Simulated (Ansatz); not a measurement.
# hcp Ru(0001) / hcp Os(0001) interface: specific resistance

How much resistance does one hcp Ru(0001) / hcp Os(0001) interface add to a current across the layers?

Program: Ansatz 0.2.0. Level of theory: Ansatz plane-wave DFT, PBE, PAW files; ballistic transport by layer matching (Landauer), zero bias; PAW set soft_1, in the first sound run; inputs show where later runs differ. Results are calculated unless marked as measured.

### Step 1. Set-up

The cell holds 24 atoms: 12 Ru and 12 Os. Cell: a = 2.720 Å, b = 2.720 Å, c = 51.613 Å, α = 90.0°, β = 90.0°, γ = 120.0°. It derives from Ru and Os. Regions: Ru, 12 atoms (12 Ru); Os, 12 atoms (12 Os). The structure's axis is c.

### Step 2. Transmission: PBE

Both metals share one in-plane lattice, the mean of the two, each at its own atomic volume. The two leads are named in the middle of each metal, so that only one of the cell's two interfaces is crossed. The mesh across the current, 52×52, is finer than the density's, because channels open and close sharply across the zone. Energies from -0.27 to 0.27 eV in steps of 0.036 eV cover the slope of the Fermi function at 300 K, so the program can form a conductance.

The input, input.yaml:

```yaml
crystal:
  lattice:
    - [2.71995, 0.0, 0.0]
    - [-1.359975, 2.355545797, 0.0]
    - [0.0, 0.0, 51.6133565231]
  atoms:
    - { symbol: Ru, position: [0.0, 0.0, 0.0193748298] }
    - { symbol: Ru, position: [0.3333333333, 0.6666666667, 0.0604249058] }
    - { symbol: Ru, position: [0.0, 0.0, 0.1014749818] }
    - { symbol: Ru, position: [0.3333333333, 0.6666666667, 0.1425250578] }
    - { symbol: Ru, position: [0.0, 0.0, 0.1835751338] }
    - { symbol: Ru, position: [0.3333333333, 0.6666666667, 0.2246252098] }
    - { symbol: Ru, position: [0.0, 0.0, 0.2656752858] }
    - { symbol: Ru, position: [0.3333333333, 0.6666666667, 0.3067253618] }
    - { symbol: Ru, position: [0.0, 0.0, 0.3477754378] }
    - { symbol: Ru, position: [0.3333333333, 0.6666666667, 0.3888255138] }
    - { symbol: Ru, position: [0.0, 0.0, 0.4298755898] }
    - { symbol: Ru, position: [0.3333333333, 0.6666666667, 0.4709256658] }
    - { symbol: Os, position: [0.0, 0.0, 0.5125923325] }
    - { symbol: Os, position: [0.3333333333, 0.6666666667, 0.5548755898] }
    - { symbol: Os, position: [0.0, 0.0, 0.5971588471] }
    - { symbol: Os, position: [0.3333333333, 0.6666666667, 0.6394421045] }
    - { symbol: Os, position: [0.0, 0.0, 0.6817253618] }
    - { symbol: Os, position: [0.3333333333, 0.6666666667, 0.7240086191] }
    - { symbol: Os, position: [0.0, 0.0, 0.7662918765] }
    - { symbol: Os, position: [0.3333333333, 0.6666666667, 0.8085751338] }
    - { symbol: Os, position: [0.0, 0.0, 0.8508583912] }
    - { symbol: Os, position: [0.3333333333, 0.6666666667, 0.8931416485] }
    - { symbol: Os, position: [0.0, 0.0, 0.9354249058] }
    - { symbol: Os, position: [0.3333333333, 0.6666666667, 0.9777081632] }
kpoints:
  mp_grid: { grid: [16, 16, 1] }
hamiltonian:
  xc: pbe
  pseudopotentials: { kind: paw, azcp: { folder: soft_1 } }
scf:
  occupations: { method: fermi_dirac, width: 0.1 }
output:
  transmission:
    leads: [[5, 7], [17, 19]]
    kmesh: [52, 52]
    e_range: [-0.27, 0.27]
    de: 0.036
  write_potential: true
  write_density: true
  volumetric_format: npy
  elf: true
```

Command:

```bash
$ ansatz run input.yaml --threads 4 --pin off --max-ram 15360MiB --backend cpu --events-out ev --progress --plain --runs-dir out
```

Numbers of over 12 decimals in the logs are rounded to 6 here.

Output:

```text
Engine: ansatz 0.2.0, aarch64-unknown-linux-gnu
Pseudopotentials: kind: paw
Pseudopotential: Ru, paw, valence charge 16, recommended cutoff 420 eV (normal), soft_1/Ru.paw.azcp
Pseudopotential: Os, paw, valence charge 16, recommended cutoff 420 eV (normal), soft_1/Os.paw.azcp
Functional definition: PBE
  parameter kappa = 0.804
  parameter beta = 0.066725
  exchange = pbe_x(kappa = kappa, mu = beta*pi^2/3)
  correlation = pbe_c(beta = beta)
Crystal: 24 atoms, lattice volume = 330.685 Å³
Basis set: ecut = 420 eV, 6503 PW (Γ)
Bands: 231, of which v1, the nominal top of the filled ones, is band 192 counted from 1 (191 counted from 0)
Symmetry: 12 space group operations
Space group: P-3m1 (ITA 164), of the structure as read, at distance tolerance 6.9e-5 Å
k-points: 30 of 256
Non-local potential: Ru, projectors of the file, l = 0: 3, l = 1: 2, l = 2: 2, l = 3: 1
Non-local potential: Os, projectors of the file, l = 0: 3, l = 1: 2, l = 2: 2, l = 3: 1
PAW form: soft (Blöchl's): semilocal exchange-correlation on the pseudo side does not see the compensation charge
PAW one-centre angular grid: Ru, 590 points (default); XC on 64 Gauss nodes
PAW one-centre angular grid: Os, 590 points (default); XC on 64 Gauss nodes
Initial density: superposition of atomic densities (chi_scale 0.1, normalization cell)
Initial wavefunctions: pseudopotential atomic-orbital guess
Functional: x = pbe(κ = 0.804, μ = 0.219515), c = pbe(β = 0.066725)
SCF iter   1: F=—  HF=-207185.902064 eV  |F-HF|=—  |Δ(HF+E_count)|=         —  Δρ=1.03e-1  dr2=1.28e2  ethr=3.10e-3  ⟨swp⟩=5.1  Hψ=22218  notcnv=0  defer=29
preconditioner: auto → Kerker (q_TF=auto, 2.797 Å⁻¹)  [metal: Δε(μ)=0.005 eV  Ē_g=5.909 eV  σ=0.100 eV  W_gap=0.01  n_scr=122 (ndim 8)  ℏωp=28.3 eV  f_vac=0.000  D(μ)=14.56/eV (n_scr^D=136)]
SCF iter   2: F=—  HF=-207178.108607 eV  |F-HF|=—  |Δ(HF+E_count)|=    7.79e0  Δρ=5.06e-2  dr2=1.72e1  ethr=3.10e-3  ⟨swp⟩=2.0  Hψ=12159  notcnv=0  defer=64
SCF iter   3: F=—  HF=-207175.957720 eV  |F-HF|=—  |Δ(HF+E_count)|=    2.15e0  Δρ=9.13e-3  dr2=5.36e0  ethr=3.10e-3  ⟨swp⟩=2.1  Hψ=10424  notcnv=0  defer=64
SCF iter   4: F=—  HF=-207175.962389 eV  |F-HF|=—  |Δ(HF+E_count)|=   4.67e-3  Δρ=2.87e-3  dr2=1.27e0  ethr=1.39e-3  ⟨swp⟩=1.0  Hψ=7981  notcnv=0  defer=64
SCF iter   5: F=—  HF=-207175.959563 eV  |F-HF|=—  |Δ(HF+E_count)|=   2.83e-3  Δρ=3.86e-4  dr2=2.93e-2  ethr=3.30e-4  ⟨swp⟩=1.0  Hψ=6860  notcnv=0  defer=64
SCF iter   6: F=—  HF=-207175.959356 eV  |F-HF|=—  |Δ(HF+E_count)|=   2.07e-4  Δρ=1.50e-4  dr2=8.05e-3  ethr=7.63e-6  ⟨swp⟩=1.0  Hψ=6860  notcnv=0  defer=64
SCF iter   7: F=—  HF=-207175.959342 eV  |F-HF|=—  |Δ(HF+E_count)|=   1.37e-5  Δρ=4.96e-5  dr2=4.96e-5  ethr=2.10e-6  ⟨swp⟩=1.0  Hψ=6860  notcnv=0  defer=64
SCF iter   8: F=—  HF=-207175.959656 eV  |F-HF|=—  |Δ(HF+E_count)|=   3.14e-4  Δρ=1.23e-5  dr2=1.78e-5  ethr=1.29e-8  ⟨swp⟩=1.1  Hψ=6932  notcnv=0  defer=65
SCF iter   9: F=—  HF=-207175.959656 eV  |F-HF|=—  |Δ(HF+E_count)|=   4.39e-8  Δρ=3.80e-6  dr2=1.25e-6  ethr=4.64e-9  ⟨swp⟩=1.0  Hψ=6860  notcnv=0  defer=65
SCF iter  10: F=—  HF=-207175.959656 eV  |F-HF|=—  |Δ(HF+E_count)|=   7.28e-9  Δρ=1.29e-6  dr2=2.40e-7  ethr=3.25e-10  ⟨swp⟩=1.0  Hψ=6860  notcnv=0  defer=65
SCF iter  11: F=-207175.959656 eV  HF=-207175.959656 eV  |F-HF|=6.52e-9  |Δ(HF+E_count)|=   2.82e-9  Δρ=4.53e-7  dr2=6.72e-9  ethr=2.60e-11  ⟨swp⟩=4.2  Hψ=8596  notcnv=0
SCF 1 converged in 11 iterations: F = -207175.959656 eV  dr2 = 6.72e-9
  greatest PAW one-centre occupation: 1.000 electrons in one spin orbital (limit 2), on the Os atom at site 23 (counted from 0), in its partial waves of l = 0
transmission: 1416 of 14112 steps passed
transmission: 2823 of 14112 steps passed
[...]
transmission: 14112 of 14112 steps passed
SCF converged after 11 iterations
Free energy (F): -207175.959656 eV
Harris-Foulkes:  -207175.959656 eV  (|F-HF|=6.52e-9)
Internal energy: -207175.424822 eV  (E = F + TS)
E sigma→0 (E₀):  -207175.692239 eV
Entropy (-TS):   -0.534834 eV (-22.285 meV/atom)
Fermi energy:    24.721376 eV
--- Per-component energies (eV) ---
  E_band       = -1444.692937
  E_kinetic    = 11434.907261
  E_local      = -27146.809638  (includes V_loc(G=0)·N_el)
  E_nonlocal   = 7301.930474
  E_hartree    = 9467.803978
  E_xc         = -4851.828531
  E_vxc        = -5541.980573  (∫ρ·V_xc dr)
  E_paw        = -150583.732226  (= ΣΔE_a)
  E_vpaw       = -6428.366813  (= ΣTr[D̂ρ^β])
  E_aug_tail   = 0.012798  (compensation charges beyond the density's cutoff)
  E_ewald      = -52797.708938
  E_smearing   = -0.534834  (= −TS)
  E_closure    = -0.000000  (closes the sum)
  Σ components = -207175.959656   (vs F -207175.959656, Δ=0.00e0)
--- Band table (eV; the first three rows and the last of 30) ---
  k-point 0: bands = [... 188 lower, 23.3476, 23.3676, 23.3676, 23.4352, 23.4558, 23.6615, 23.6615, 23.6760, ... 35 higher]
  k-point 1: bands = [... 188 lower, 23.2061, 23.2654, 23.2749, 23.2765, 23.2906, 23.5978, 23.6012, 23.6069, ... 35 higher]
  k-point 2: bands = [... 188 lower, 23.0325, 23.0823, 23.1181, 23.1575, 23.2094, 23.2907, 23.3155, 23.4430, ... 35 higher]
  k-point 29: bands = [... 188 lower, 25.5776, 25.6023, 25.6680, 25.6834, 25.7055, 25.7694, 25.8428, 25.8531, ... 35 higher]
--- Transmission ---
  basis      : 55 plane waves across, 56 finite elements along
  points     : 252, standing for a mesh of 52 x 52
  filling    : by the input's occupations and mesh, since the crystals that have channels conduct as metals do. If one of these is a semiconductor, that mesh has misplaced its level
  energies   : 16 from -0.270000 to 0.270000 eV about the Fermi level, 0.036000 eV apart; the leads are filled to 0.000000 eV, and channels, transmission and decay are at 0.018000 eV
  crystal 0  : Ru2, at the sites [5, 7], period 4.2375 Å, over 25.42 Å; its Hamiltonian steps by up to 0.4 meV
    offset         : up to 0.0000 Å between an atom of the period and one for which it stands
    filled         : 9.5 meV over the level at which it is neutral
    channels       : 1.391272e0 a spin
    conductance    : 1.6954e15 S/m² at 300 K; may be off by some 0.0 % by where its bands' edges are placed, 2.2 % from the k-mesh, 0.3 % from the distance to neutral
    slowest decay  : 0.0395 /Å at (0.2885, 0.0962)
  crystal 1  : Os2, at the sites [17, 19], period 4.3648 Å, over 26.19 Å; its Hamiltonian steps by up to 0.6 meV
    offset         : up to 0.0000 Å between an atom of the period and one for which it stands
    filled         : 10.6 meV over the level at which it is neutral
    channels       : 1.215607e0 a spin
    conductance    : 1.4389e15 S/m² at 300 K; may be off by some 0.0 % by where its bands' edges are placed, 1.8 % from the k-mesh, 0.3 % from the distance to neutral
    slowest decay  : 0.0561 /Å at (0.2692, 0.1923)
  junction   : crystal 0 to crystal 1, 13.35 to 34.79 Å
    transmission   : 1.148467e0 a spin
    conductance    : 1.3777e15 S/m² at 300 K (1.3760e15 on every other point, 1.3817e15 on every other energy)
    error estimate : 0.3 % from the energy spacing and 0.1 % from band edges of the leads and from resonances (wavevectors taken as independent; lower de), 1.3 % from the k-mesh, 4.6 % from the steps of its leads' Hamiltonians or their offsets (lay more layers), 0.0 % from the distance to neutral
    resistance     : 8.3416e-5 Ω µm² beyond half of each lead's own
```

Elapsed: 5.8 min, on 4 threads of Arm Neoverse V1, shared host; peak memory 2.6 GiB.

This step gave:

| Property | Result |
| --- | --- |
| free energy | -207175.9597 eV |
| energy at zero smearing | -207175.6922 eV |
| Fermi energy | 24.72 eV |
| cell area | 6.407 Å² |
| step of the lead's potential | 0.4 meV |
| ballistic conductance of the lead | 1.70e15 S/m² |
| estimated errors of the lead's conductance | 0, 2.2, 0.3 % (band edges, k-mesh, distance from neutral) |
| lead conductance per cell | 1.402 G₀ |
| step of the upper lead's potential | 0.6 meV |
| ballistic conductance of the upper lead | 1.44e15 S/m² |
| conductance of the junction | 1.38e15 S/m² |
| junction conductance per cell | 1.139 G₀ |
| estimated errors of the junction's conductance | 0.3, 0.1, 1.3, 4.6, 0 % (energy step, band edges, k-mesh, leads' steps, distance from neutral) |
| area resistance that the stack adds (contact term taken off, spin by spin) | 0.08342 fΩ m² |

Per spin. Table of transmission, zone mean by energy, zero at the Fermi level:

```tsv
energy (eV)	transmission, zone mean
-0.270	1.16
-0.234	1.20
-0.198	1.18
-0.162	1.16
-0.126	1.15
-0.090	1.14
-0.054	1.13
-0.018	1.13
0.018	1.15
0.054	1.14
0.090	1.13
0.126	1.13
0.162	1.11
0.198	1.10
0.234	1.11
0.270	1.12
```

Per spin. The open channels, zone mean by energy, zero at the Fermi level:

```tsv
energy (eV)	lead	upper lead
-0.270	1.48	1.20
-0.234	1.47	1.25
-0.198	1.42	1.24
-0.162	1.40	1.21
-0.126	1.40	1.21
-0.090	1.37	1.18
-0.054	1.43	1.16
-0.018	1.43	1.16
0.018	1.39	1.22
0.054	1.37	1.21
0.090	1.33	1.20
0.126	1.36	1.16
0.162	1.37	1.15
0.198	1.39	1.14
0.234	1.40	1.16
0.270	1.36	1.19
```

Transmission over k1 and k2. At -0.0180 eV from the Fermi level (the log's summary may quote the solved energy on the other side of it).

Values, 12 rows by 16 columns, each cell a mean:
```
2.08 1.25 1.00 0.81 0.25 0.60 0.96 1.35 2.11 1.00 1.00 1.00 1.00 1.00 1.00 1.12
1.00 1.00 1.00 0.38 0.13 0.14 0.26 0.79 1.00 1.00 1.00 1.00 1.00 1.00 1.00 1.00
0.89 0.43 0.35 0.96 1.43 1.44 1.43 1.39 1.02 0.41 0.50 0.82 1.00 1.00 1.00 1.00
0.78 0.02 0.20 1.28 1.99 1.99 1.98 1.99 1.97 1.38 0.38 0.01 0.66 1.00 1.00 1.00
1.00 0.63 0.22 1.28 1.98 1.98 1.98 1.98 1.98 1.98 1.67 0.69 0.23 1.00 1.00 1.00
2.03 1.08 0.77 1.18 1.99 1.98 1.97 1.97 1.97 1.98 1.98 1.87 0.91 0.94 1.00 2.11
1.82 1.17 1.00 0.59 1.44 1.97 1.98 1.97 1.97 1.97 1.98 1.99 1.60 0.61 0.93 1.35
1.00 1.00 1.00 0.57 0.19 1.09 1.88 1.98 1.98 1.98 1.98 1.98 1.60 0.50 0.19 0.92
1.00 1.00 1.00 0.97 0.21 0.06 0.73 1.72 1.99 1.98 1.98 1.99 1.60 0.48 0.00 0.40
1.00 1.00 1.00 1.00 1.00 0.82 0.57 0.74 1.05 1.05 1.12 1.11 0.88 0.58 0.59 0.91
1.00 1.00 1.00 1.00 1.00 1.00 1.00 1.00 0.98 0.52 0.07 0.00 0.12 1.00 1.00 1.00
1.77 1.00 1.00 1.00 1.00 1.00 1.00 1.99 2.12 1.00 0.90 0.55 0.73 1.00 1.00 2.34
```
Columns: k1 (b1) from -0.5 to 0.481; rows upwards: k2 (b2) from -0.5 to 0.481.

Open channels over k1 and k2. At -0.0180 eV from the Fermi level (the log's summary may quote the solved energy on the other side of it).

Ten even steps from '0' (0.00) to '9' (3.00), each cell a mean:
```
999633321233489999333333333359
899943300002359999333333333334
347953300000235884333333333333
333333422222235333333333333333
332224777777777742222333333333
300002766666666674000023333333
310002766666666667510002333333
331002766666666666762001333333
433202766666666666667411333444
985423766666689876666763336999
999934766666699997666667438999
999963567666679998666667644899
777633315766666786666667412346
333333300376666666666667410233
333333300026766666666667410013
333333320001576666666667410002
333333332100037666666667510002
333333333333335565555556543333
333333333333335332000001334533
333333333333499963200001339996
953333333333599994321001335999
996333333333599998333223333799
```
Columns: k1 (b1) from -0.5 to 0.481; rows upwards: k2 (b2) from -0.5 to 0.481.

Valence density in the ca plane at fractional y = 0.667, with atoms of Ru and Os within 0.2 Å of it. It is the smooth field of the valence electrons, not physical close to the nuclei.

Values in units of 1e0 e/Å³, 5 rows by 16 columns, each cell a mean:
```
1.4 0.6 0.4 0.3 1.1 1.0 0.3 0.4 0.7 1.5 0.4 0.5 0.4 1.6 0.6 0.5
0.9 0.5 1.1 0.7 0.7 0.6 0.8 1.0 0.5 0.9 0.5 1.3 0.5 1.0 0.5 1.2
0.4 0.4 5.5 3.1 0.4 0.4 3.6 5.1 0.4 0.4 1.4 5.9 0.9 0.4 0.5 4.9
0.3 0.4 6.9 3.9 0.3 0.3 4.5 6.3 0.4 0.4 1.6 7.0 1.1 0.4 0.5 5.9
0.7 0.5 2.0 1.2 0.6 0.5 1.4 1.9 0.5 0.7 0.7 2.4 0.6 0.8 0.5 2.1
```
Columns run along c (16.0 Å, from fractional 0.34 to 0.65 of the cell), rows up along a (2.7 Å). Atoms in or near the plane, at fractional coordinates: Ru at (0.39, 0.33), Ru at (0.47, 0.33), Os at (0.55, 0.33), Os at (0.64, 0.33).

ELF in the ca plane at fractional y = 0.667, with atoms of Ru and Os within 0.2 Å of it. It is the smooth field of the valence electrons, not physical close to the nuclei.

Ten even steps from '0' (0.23) to '9' (0.59), each cell a mean:
```
15410111111025400111111135302222222135302222
14410111111025300111111135302223222135302223
02201124311012101124212123223234323223223234
10011179951200011389831211132489832311132389
21120398981121220698960232331697951332331697
21120398981121120698960232331697951332331697
10011279951210011489841221232489942321232489
12211024411112111134312223223235323223223235
```
Columns run along c (16.0 Å, from fractional 0.34 to 0.65 of the cell), rows up along a (2.7 Å). Atoms in or near the plane, at fractional coordinates: Ru at (0.39, 0.33), Ru at (0.47, 0.33), Os at (0.55, 0.33), Os at (0.64, 0.33).

Electrostatic potential energy in the ca plane at fractional y = 0.667, with atoms of Ru and Os within 0.2 Å of it. With pseudopotentials it is smooth inside the atoms' cores, unlike the true potential.

Ten even steps from '0' (-61 eV) to '9' (25 eV), each cell a mean:
```
86689999999976789999999865789999999865689999
86689999999976789999999866799999999875789999
98899987789988899977799987899976799987899976
99999842269999999731379999999632379999999732
99999610038999999500059999998410158999998510
99999610038999999500049999998410158999998510
99999841259999999731279999999632379999999632
98899986689988899976799987899876799987899876
```
Columns run along c (16.0 Å, from fractional 0.34 to 0.65 of the cell; values clipped at the 3rd and 97th percentile), rows up along a (2.7 Å). Atoms in or near the plane, at fractional coordinates: Ru at (0.39, 0.33), Ru at (0.47, 0.33), Os at (0.55, 0.33), Os at (0.64, 0.33).

The larger of the two leads' potential steps is 0.6 meV from period to period, small in itself. The program estimates the junction's conductance to 1.3 % from the k-mesh, 0 % from the leads' distance from neutral and 4.6 % from their steps.

### Step 3. Resistance: PBE

This step: Ansatz plane-wave DFT, PBE, PAW files; ballistic transport by layer matching (Landauer), zero bias; specific resistance of one interface, 1/T less the mean of the leads' 1/N; PAW set soft_1 (Ansatz 0.2.0).

Numbers from this step:

- area resistance: 0.08459 fΩ m²
- T over the leads' mean channel count: 0.8773
- twice the interface resistance (2AR, or 2AR* for magnets): 0.1692 fΩ m²

Twice the interface resistance is 0.169 fΩ m² here.

By hand, with T and the leads' channels N averaged over the energies near the Fermi level: RA = A (h/2e²)(1/T − ½[1/N₁ + 1/N₂]) = 6.407×10⁻²⁰ m² × 12 906 Ω × (1/1.137 − ½[1/1.406 + 1/1.187]) = 0.0846 fΩ m².

### Step 4. Transmission: PBE, coarse mesh, least span asked of the mesh across the current 40 Å

The same cell on a mesh a third as fine shows what a quick run would give. To save time only the energies from -0.06 to 0.06 eV are solved. The mesh is 18×18 and the cutoff, the files' own for this level, 420 eV.

This step: Ansatz plane-wave DFT, PBE, PAW files; ballistic transport by layer matching (Landauer), zero bias; PAW set soft_1 (Ansatz 0.2.0).

Edit input.yaml of step 2 so:

```diff
@@ -40,5 +40,5 @@
     leads: [[5, 7], [17, 19]]
-    kmesh: [52, 52]
-    e_range: [-0.27, 0.27]
-    de: 0.036
+    kmesh: [18, 18]
+    e_range: [-0.06, 0.06]
+    de: 0.04
   write_potential: true
@@ -46,2 +46 @@
   volumetric_format: npy
-  elf: true
```

Output:

```text
[...]
Crystal: 24 atoms, lattice volume = 330.685 Å³
Basis set: ecut = 420 eV, 6503 PW (Γ)
Bands: 231, of which v1, the nominal top of the filled ones, is band 192 counted from 1 (191 counted from 0)
Symmetry: 12 space group operations
[...]
k-points: 30 of 256
[...]
SCF iter   1: F=—  HF=-207185.902064 eV  |F-HF|=—  |Δ(HF+E_count)|=         —  Δρ=1.03e-1  dr2=1.28e2  ethr=3.10e-3  ⟨swp⟩=5.1  Hψ=22218  notcnv=0  defer=29
[...]
SCF iter  11: F=-207175.959656 eV  HF=-207175.959656 eV  |F-HF|=6.52e-9  |Δ(HF+E_count)|=   2.82e-9  Δρ=4.53e-7  dr2=6.72e-9  ethr=2.60e-11  ⟨swp⟩=4.2  Hψ=8596  notcnv=0
SCF 1 converged in 11 iterations: F = -207175.959656 eV  dr2 = 6.72e-9
[...]
transmission: 208 of 2072 steps passed
transmission: 416 of 2072 steps passed
[...]
transmission: 2072 of 2072 steps passed
SCF converged after 11 iterations
Free energy (F): -207175.959656 eV
[...]
Internal energy: -207175.424822 eV  (E = F + TS)
E sigma→0 (E₀):  -207175.692239 eV
Entropy (-TS):   -0.534834 eV (-22.285 meV/atom)
Fermi energy:    24.721376 eV
[...]
--- Band table (eV; the first three rows and the last of 30) ---
  k-point 0: bands = [... 188 lower, 23.3476, 23.3676, 23.3676, 23.4352, 23.4558, 23.6615, 23.6615, 23.6760, ... 35 higher]
  k-point 1: bands = [... 188 lower, 23.2061, 23.2654, 23.2749, 23.2765, 23.2906, 23.5978, 23.6012, 23.6069, ... 35 higher]
  k-point 2: bands = [... 188 lower, 23.0325, 23.0823, 23.1181, 23.1575, 23.2094, 23.2907, 23.3155, 23.4430, ... 35 higher]
  k-point 29: bands = [... 188 lower, 25.5776, 25.6023, 25.6680, 25.6834, 25.7055, 25.7694, 25.8428, 25.8531, ... 35 higher]
--- Transmission ---
  basis      : 55 plane waves across, 56 finite elements along
  points     : 37, standing for a mesh of 18 x 18
[...]
channels       : 1.450617e0 a spin
    conductance    : none, the energies end too early or step too widely for 300 K: set another output.transmission.e_range or a lower de, or, where they end at an eighth of basis.ecutwfc, a higher one
    slowest decay  : 0.1011 /Å at (0.2222, 0.2222)
[...]
channels       : 1.132716e0 a spin
[...]
slowest decay  : 0.0415 /Å at (0.1667, 0.1667)
  junction   : crystal 0 to crystal 1, 13.35 to 34.79 Å
    transmission   : 1.100160e0 a spin
[...]
```

Run time: 57 s. Hardware: 4 threads; peak memory 2.6 GiB.

The run finished; it serves as a test, and its numbers are not taken as the result.

### Step 5. Resistance: PBE, coarse mesh

This step: Ansatz plane-wave DFT, PBE, PAW files; ballistic transport by layer matching (Landauer), zero bias; specific resistance of one interface, 1/T less the mean of the leads' 1/N; PAW set soft_1 (Ansatz 0.2.0).

This step gave:

```yaml
area_resistance: 0.09084 fΩ m²
t_over_the_leads_mean_channel_count: 0.8672
twice_the_interface_resistance_2ar_or_2ar_star_for_magnets: 0.1817 fΩ m²
```

Twice the interface resistance is 0.182 fΩ m² here, against 0.169 in the first run; 86.7 % of the two leads' mean channel count pass, 87.7 % before.

(Continued in part 2 of 3.)

[Logs are printed without paths, hosts, clocks, repeated set-up lines and the standing remarks that a program may print on its own settings, such as how far it seeks lower states.]

[Hosts, paths, dates, database ids (printed as entryN), source tags and the programs' standing remarks are cut or masked in the printed files.]
